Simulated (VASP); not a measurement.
Given:

```
Li3N
1.0
    1.80605    -3.03432     0.00000
    1.80605     3.03432     0.00000
    0.00000     0.00000     3.73215
Li N
3 1
Cartesian
  1.80605   1.01144   0.00000
  1.80605  -1.01144   0.00000
  0.00000   0.00000   1.86607
  0.00000   0.00000   0.00000
```

Level of theory: PBEsol GGA, VASP's PBE PAW potentials (set 64) (plane waves; VASP). Run with 600 eV cut-off, 6×6×6 Γ-centred mesh, Gaussian smearing of 0.050 eV, potentials Li_sv N.

Predict the energy per atom (σ→0), pressure, largest force.

```json
{
 "energy per atom (σ→0)": "-4.021 eV/atom",
 "pressure": "3.59 GPa",
 "largest_force": "0.102 eV/Å"
}
```

The absolute energy has meaning only against runs of the same code, potentials and settings.

The compound is Li3N in the alpha structure. This cell was strained or had an atom moved on purpose.
